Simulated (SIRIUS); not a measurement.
ZrB2:

```
CELL_PARAMETERS angstrom
3.17000 0.00000 0.00000
-1.58500 2.74530 0.00000
0.00000 0.00000 3.53300
ATOMIC_POSITIONS crystal
Zr 0.00000 0.00000 0.00000
B 0.66667 0.33333 0.50000
B 0.33333 0.66667 0.50000
```

* Program: SIRIUS 7.12.0
* Task: single point
* Functional: PBEsol
* Potentials or basis: PseudoDojo 0.4.1 PBEsol standard (scalar relativistic)
* Cutoff: 1054 eV
* Density cutoff: 4214 eV
* k mesh: 10 × 10 × 8
* Occupations: fermi-dirac, width 0.05 eV
* Spin: no spin polarisation

On this cell: pressure -3.7 GPa; largest force under 0.003 eV/Å; band gap on the k mesh none (metal or under the smearing width).

The same run follows on a disturbed copy (atoms moved at random, drawn with an rms of 0.05 Å):

```
Zr B
1.0
     3.17000    0.00000    0.00000
    -1.58500    2.74530    0.00000
     0.00000    0.00000    3.53300
Zr B
1 2
Direct
  0.00055 0.02110 0.99126
  0.65467 0.33004 0.49578
  0.34214 0.66506 0.51411
```

**Question.** What does the disturbed cell give?

**Answer.** The energy (extrapolated to zero smearing) moves by +28.4 meV/atom; pressure -2.7 GPa; largest force 1.252 eV/Å; band gap on the k mesh none (metal or under the smearing width).

Forces on the atoms (eV/Å):
```
Zr   0.375 -0.835  0.681
B    0.544  0.396  0.047
B   -0.919  0.439 -0.728
```

Stress tensor (GPa, compression positive):
```
-2.48  0.42  0.44
 0.42 -2.73 -0.71
 0.44 -0.71 -2.95
```
